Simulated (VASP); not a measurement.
CsCl (space group Pm-3m): the measured cell of entry 9009743 of the Crystallography Open Database is

```xyz
2
Lattice="4.1150 0.0000 0.0000 0.0000 4.1150 0.0000 0.0000 0.0000 4.1150" Properties=species:S:1:pos:R:3 pbc="T T T"
Cs     0.0000     0.0000     0.0000
Cl     2.0575     2.0575     2.0575
```

These are PBEsol GGA, VASP's PBE PAW potentials (set 64) (plane waves; VASP) values and carry that method's errors. Numerical set-up: 400 eV cut-off, 7×7×7 Γ-centred mesh, tetrahedra with Blöchl corrections, potentials Cs_sv Cl.

The calculation is for a static lattice at zero pressure; the measurement, whose temperature isn't given here, holds thermal and zero-point expansion. The entry's conditions were not checked, so it may have been measured under pressure.

How far does the relaxed conventional cell lie from the measured one?

```tsv
	measured	computed	difference
a (Å)	4.115	4.072	-1.0 %
V (Å³/atom)	34.84	33.77	-3.1 %
```

The structure comes from a measured CsCl entry (Pm-3m) of the Crystallography Open Database, whose conditions weren't checked. It was relaxed first. Symmetry was kept, so distortions that lower it aren't found.
